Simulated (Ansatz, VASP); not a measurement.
Be in VASP and in Ansatz

The input INCAR:

```
PREC     = Accurate       # precision mode
ENCUT    = 600            # plane-wave cutoff, eV
EDIFF    = 1E-6           # SCF threshold, eV
ISMEAR   = -1             # smearing method
SIGMA    = 0.1            # smearing width, eV
LREAL    = False          # projectors in reciprocal space
LASPH    = True           # aspherical terms in the spheres
NELM     = 100            # most SCF steps
ALGO     = Normal         # electronic algorithm
ISIF     = 3              # what is computed and relaxed
LWAVE    = False          # write WAVECAR
LCHARG   = False          # write CHGCAR
GGA      = RP             # functional
IBRION   = 2              # ionic algorithm
NSW      = 80             # ionic steps
EDIFFG   = -0.01          # ionic threshold
```

The input KPOINTS:

```
Automatic mesh
0
Gamma
  10 10 14
```

The input POSCAR:

```
Be
1.0
    3.5790237631      0.0000000000      0.0000000000
   -1.7895118815      3.0995254996      0.0000000000
    0.0000000000      0.0000000000      2.1939415668
Be
3
Direct
    0.0000000000      0.0000000000      0.0000000000
    0.3333333333      0.6666666667      0.5000000000
    0.6666666667      0.3333333333      0.5000000000
```

Input for Ansatz:

```yaml
crystal:
  lattice:
    - [3.5790237631, 0.0, 0.0]
    - [-1.7895118815, 3.0995254996, 0.0]
    - [0.0, 0.0, 2.1939415668]
  atoms:
    - { symbol: Be, position: [0.0, 0.0, 0.0] }
    - { symbol: Be, position: [0.3333333333, 0.6666666667, 0.5] }
    - { symbol: Be, position: [0.6666666667, 0.3333333333, 0.5] }
hamiltonian:
  xc: rpbe
  pseudopotentials:
    kind: paw
    azcp:
      Be: "pseudopotentials/Be.paw.azcp"
basis:
  ecutwfc: 420
  fft_grid_basis: typed
kpoints:
  mp_grid: { grid: [10, 10, 14], shift: [0, 0, 0] }
magnetization:
  spin_polarized: false
scf:
  occupations: { method: fermi_dirac, width: 0.1 }
relax:
  max_steps: 60
  f_tol: 0.01
  cell: {}
```

The cell was built by a generator and needn't be a form met in nature.

Alike in both runs: task relaxation of cell and atoms; functional RPBE; k mesh 10 × 10 × 14; occupations fermi-dirac, width 0.1 eV; no spin polarisation.

|  | VASP | Ansatz |
| --- | --- | --- |
| version | VASP 6.6.1 | Ansatz 0.2.0 |
| potentials or method | VASP PAW PBE potentials, release 64 (Be) | plane waves (420 eV) with PAW, scalar-relativistic |
| plane-wave cutoff (eV) | 600 | 420 |
| valence electrons in the cell | 6 | 6 |

|  | VASP | Ansatz | Ansatz less VASP |
| --- | --- | --- | --- |
| relaxed volume (Å³/atom) | 8.29 | 8.29 | +0.001 |
| relaxed cell length with the largest relative difference (Å) | 2.216 | 2.216 | +0.0007 |
| energy change over the relaxation (meV/atom) | -1 | -1 | 0.0 |

Caveats: the PAW data sets were made with another functional, which shifts forces and pressure a little (VASP).
